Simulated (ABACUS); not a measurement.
CdSe in ABACUS: the effect of functional

Crystal: CdSe.

```
Cd Se
1.0
    -2.85467    0.00000    2.85467
     0.00000    2.85467    2.85467
    -2.85467    2.85467    0.00000
Cd Se
1 1
Direct
  0.00000 0.00000 0.00000
  0.50000 0.50000 0.50000
```

Measurements of this composition are mostly on another form, of space group No. 186.

The cell isn't the ideal one: volume scaled by 0.98.

Alike in all runs:

| Quantity | Value |
| --- | --- |
| Program | ABACUS 3.10.1 |
| Task | equation of state |
| Potentials or basis | SG15 ONCV 1.2 PBE |
| Cutoff | 1401 eV |
| Density cutoff | 5606 eV |
| Basis | plane waves |
| k mesh | 6 × 6 × 6 |
| Occupations | fermi-dirac, width 0.05 eV |
| Spin | no spin polarisation |

One run gave: pressure -2.2 GPa. Which functional did it use?
A. r2SCAN
B. SCAN
C. LDA
D. PBEsol

D.

```csv
functional,pressure (GPa)
LDA,-4.7
PBEsol,-2.2
r2SCAN,-0.9
SCAN,-1.3
```

Caveats: the potentials were made for another functional, which shifts forces and pressure.
